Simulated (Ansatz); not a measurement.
Crystal: ZnS (Wurtzite-2H).

```
Zn S
1.0
     3.81100    0.00000    0.00000
    -1.90550    3.30042    0.00000
     0.00000    0.00000    6.23400
Zn S
2 2
Cartesian
  1.9079 1.0942 3.1185
  -0.0437 2.2710 0.0349
  1.9437 1.1309 5.4852
  -0.0368 2.2000 2.4309
```

The cell isn't the ideal one: atoms moved at random, drawn with an rms of 0.05 Å.

A run of Ansatz 0.2.0 on this cell left the log below. Logs are shortened: lines on timing, memory, paths and dates and some standing lists are left out, and cuts for length are marked.

```text
Warning: RAYON_NUM_THREADS=2 ignored (pool sized by the plan → 2); use --threads N
Engine: ansatz 0.2.0, aarch64-unknown-linux-gnu
Pseudopotentials: kind: paw
Pseudopotential: Zn, paw, valence charge 12, recommended cutoff 420 eV (normal), Zn.paw.azcp
Pseudopotential: S, paw, valence charge 6, recommended cutoff 420 eV (normal), S.paw.azcp
Functional definition: PBE
  parameter kappa = 0.804
  parameter beta = 0.06672455060314922
  exchange = pbe_x(kappa = kappa, mu = beta*pi^2/3)
  correlation = pbe_c(beta = beta)
Crystal: 4 atoms, lattice volume = 78.411 Å³
Basis set: ecut = 420 eV, 1521 PW (Γ), exchange–correlation on 54×54×90 points (8 copies of the dense FFT grid, shifted against one another)
Bands: 22, of which v1, the nominal top of the filled ones, is band 18 counted from 1 (17 counted from 0)
Symmetry: 1 space group operations
Space group: P1 (ITA 1), of the structure as read, at distance tolerance 4.3e-5 Å
k-points: 162 of 320 (time reversal used)
Non-local potential: Zn, projectors of the file, l = 0: 2, l = 1: 2, l = 2: 3, l = 3: 1
Non-local potential: S, projectors of the file, l = 0: 2, l = 1: 2, l = 2: 2
PAW form: soft (Blöchl's): semilocal exchange-correlation on the pseudo side does not see the compensation charge
PAW one-centre angular grid: Zn, 590 points (default); XC on 64 Gauss nodes
PAW one-centre angular grid: S, 110 points (default); XC on 64 Gauss nodes
Initial density: superposition of atomic densities (neutral atoms: chi_scale 0, normalization atom), corrected by the library's trained network
Initial wavefunctions: pseudopotential atomic-orbital guess
Functional: x = pbe(κ = 0.804, μ = 0.2195149727645171), c = pbe(β = 0.06672455060314922)
SCF iter   1: F=—  HF=-8445.388884 eV  |F-HF|=—  |Δ(HF+E_count)|=         —  Δρ=5.28e-4  dr2=2.21e-4  ethr=1.77e-3  ⟨swp⟩=5.8  Hψ=16936  notcnv=0
preconditioner: auto → Resta (q_TF=auto, 2.396 Å⁻¹)  ε∞=6.6  [insulator: Δε(μ)=2.185 eV  Ē_g=10.660 eV  σ=0.050 eV  W_gap=1.00  n_scr=22 (ndim 8)  ℏωp=25.2 eV  f_vac=0.039  D(μ)=0.00/eV (n_scr^D=0)  ε∞_Penn≈6.6]
SCF iter   2: F=—  HF=-8445.389145 eV  |F-HF|=—  |Δ(HF+E_count)|=   2.61e-4  Δρ=4.28e-4  dr2=1.27e-4  ethr=6.13e-7  ⟨swp⟩=2.9  Hψ=8492  notcnv=0
SCF iter   3: F=—  HF=-8445.389240 eV  |F-HF|=—  |Δ(HF+E_count)|=   9.52e-5  Δρ=2.25e-4  dr2=2.41e-5  ethr=3.51e-7  ⟨swp⟩=2.0  Hψ=6393  notcnv=0
SCF iter   4: F=—  HF=-8445.389152 eV  |F-HF|=—  |Δ(HF+E_count)|=   8.83e-5  Δρ=8.58e-5  dr2=7.18e-6  ethr=6.69e-8  ⟨swp⟩=2.0  Hψ=6156  notcnv=0
SCF iter   5: F=—  HF=-8445.389151 eV  |F-HF|=—  |Δ(HF+E_count)|=   3.88e-7  Δρ=3.83e-5  dr2=1.58e-6  ethr=1.99e-8  ⟨swp⟩=2.8  Hψ=6145  notcnv=0
SCF iter   6: F=—  HF=-8445.389151 eV  |F-HF|=—  |Δ(HF+E_count)|=   1.56e-7  Δρ=9.83e-6  dr2=1.09e-7  ethr=4.39e-9  ⟨swp⟩=2.9  Hψ=6479  notcnv=0
SCF iter   7: F=-8445.389151 eV  HF=-8445.389151 eV  |F-HF|=4.62e-9  |Δ(HF+E_count)|=   6.03e-8  Δρ=3.74e-6  dr2=8.24e-9  ethr=2.78e-10  ⟨swp⟩=4.0  Hψ=13069  notcnv=0
SCF 1 converged in 7 iterations: F = -8445.389151 eV  dr2 = 8.24e-9
  greatest PAW one-centre occupation: 0.984 electrons in one spin orbital (limit 2), on the Zn atom at site 1 (counted from 0), in its partial waves of l = 2
SCF converged after 7 iterations
Free energy (F): -8445.389151 eV
Harris-Foulkes:  -8445.389151 eV  (|F-HF|=4.62e-9)
Internal energy: -8445.389151 eV  (E = F + TS)
E sigma→0 (E₀):  -8445.389151 eV
Fermi energy:    7.028262 eV
--- Per-component energies (eV) ---
  E_band       = 12.174093
  E_kinetic    = 477.282218
  E_local      = -4081.852950  (includes V_loc(G=0)·N_el)
  E_nonlocal   = 1285.414618
  E_hartree    = 1707.609803
  E_xc         = -469.115535
  E_vxc        = -279.524734  (∫ρ·V_xc dr)
  E_paw        = -4856.898246  (= ΣΔE_a)
  E_vpaw       = -804.365397  (= ΣTr[D̂ρ^β])
  E_aug_tail   = -0.000739  (compensation charges beyond the density's cutoff)
  E_ewald      = -2507.828319
  E_smearing   = -0.000000  (= −TS)
  E_closure    = 0.000000  (closes the sum)
  Σ components = -8445.389151   (vs F -8445.389151, Δ=0.00e0)
--- Forces (eV/Å), atoms counted from 1 ---
  atom   1  Zn    -0.25080851     0.02042129     0.32942604
  atom   2  Zn     0.41119680    -0.19511292     0.18639249
  atom   3  S     -0.46650126     0.15175313     0.06653114
  atom   4  S      0.30611163     0.02293943    -0.58234090
  max |Σ_I F_I| component: 8.77e-6 eV/Å
--- Stress (GPa, compression-positive) ---
        2.688048       1.461949       0.193138
        1.461949       3.282925      -0.174064
        0.193138      -0.174064       1.384973
  P = ⅓ Tr σ = 2.4520 GPa (24.520 kbar)
--- Band table (eV; the first three rows and the last of 162) ---
  k-point 0: bands = ["-7.3415", "-6.3933", "-0.5670", "-0.5224", "-0.4605", "-0.4142", "-0.3448", "-0.0461", "-0.0388", "0.0684", "0.0734", "0.2146", "0.6578", "4.8854", "5.1078", "5.8165", "5.8487", "5.9124", "8.1032", "8.8990", "12.0794", "12.2256"]
  k-point 1: bands = ["-7.2669", "-6.4957", "-0.5651", "-0.5230", "-0.4665", "-0.4219", "-0.3510", "-0.1264", "-0.0365", "-0.0276", "0.0661", "0.0698", "1.3193", "4.9660", "5.0773", "5.1783", "5.7195", "5.8323", "8.7485", "9.0142", "12.1215", "12.1770"]
  k-point 2: bands = ["-7.0711", "-6.7357", "-0.5616", "-0.5239", "-0.4713", "-0.4355", "-0.3726", "-0.3333", "-0.0235", "-0.0162", "0.0577", "0.0639", "2.4398", "3.7551", "5.1839", "5.3431", "5.4765", "5.6497", "9.2302", "9.4388", "12.1844", "12.3033"]
  k-point 161: bands = ["-6.3333", "-6.1515", "-0.5176", "-0.4433", "-0.3759", "-0.2909", "-0.1500", "-0.0844", "0.0088", "0.0985", "0.1939", "0.2575", "0.9249", "1.2861", "3.9069", "3.9927", "4.4352", "4.5775", "9.2595", "9.6336", "11.0436", "11.2023"]
```

Q: What input gives this log?

A: Single point with PBE, no spin polarisation. The files as run (others can give the same):

input.yaml
```yaml
crystal:
  lattice:
    - [3.811, 0.0, 0.0]
    - [-1.9055, 3.3004228138, 0.0]
    - [0.0, 0.0, 6.234]
  atoms:
    - { symbol: Zn, position: [0.666397, 0.331546, 0.500241] }
    - { symbol: Zn, position: [0.332568, 0.688083, 0.005596] }
    - { symbol: S, position: [0.681335, 0.34264, 0.879891] }
    - { symbol: S, position: [0.323627, 0.666586, 0.389944] }
hamiltonian:
  xc: pbe
  pseudopotentials: { kind: paw }
kpoints:
  mp_grid: { grid: [8, 8, 5] }
scf:
  occupations: { method: fermi_dirac, width: 0.05 }
output:
  forces: true
  stress: true
  eigenvalues: true
```

Potentials or basis: Ansatz PAW.
Command:
```sh
$ ansatz run input.yaml --threads 2 --pin off --max-ram 5120MiB --backend cpu --events-out ev --progress --plain --runs-dir out
```

Caveat: odd divisions of the mesh miss points on the zone boundary, where band edges often lie, so the gap on the mesh can be too wide.
